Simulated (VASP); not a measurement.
Runs of VASP 6.6.1 on BN. The structure is hexagonal, space group P6_3mc (No. 186). The conventional cell has a = 2.542 Å, b = 2.542 Å, c = 4.204 Å, α = 90.00°, β = 90.00°, γ = 120.00°. B (site symmetry 3m) has 4 N at 1.56 to 1.57 Å as nearest neighbours. N (site symmetry 3m) is surrounded by 4 B at 1.56 to 1.57 Å. Measurements of this composition are mostly on another form, of space group No. 194.

```tsv
level	potentials or basis	k mesh	cutoff (eV)	smearing	gap on the mesh (eV)	pressure (GPa)
r2SCAN	VASP PAW PBE potentials, release 64 (B, N)	12 × 12 × 6	520	gaussian 0.02 eV	5.71	(b)
PBEsol	VASP PAW PBE potentials, release 64 (B_h, N_h)	12 × 12 × 6	900	gaussian 0.02 eV	4.95	-0.6
PBEsol	VASP PAW PBE potentials, release 64 (B, N)	12 × 12 × 6	520	gaussian 0.5 eV	4.95	0.3
PBEsol	VASP PAW PBE potentials, release 64 (B, N)	12 × 12 × 6	700	gaussian 0.02 eV	4.94	(a)
PBEsol	VASP PAW PBE potentials, release 64 (B, N)	15 × 15 × 8	520	gaussian 0.02 eV	4.95	0.3
```

Alike in all rows: task single point; no spin polarisation; cell as given.

Q: Fill in the values left out.

A: (a) 0.1; (b) 2.3.

Caveats: the PAW data sets were made with another functional, which shifts forces and pressure a little; the cutoff is under 1.25 times the usual one of these potentials, so pressure, stress and relaxed cells hold a basis-set (Pulay) error (some runs); an odd mesh through Γ misses points on the zone boundary, where band edges often lie (some runs).

Not every run made on this cell is shown here.
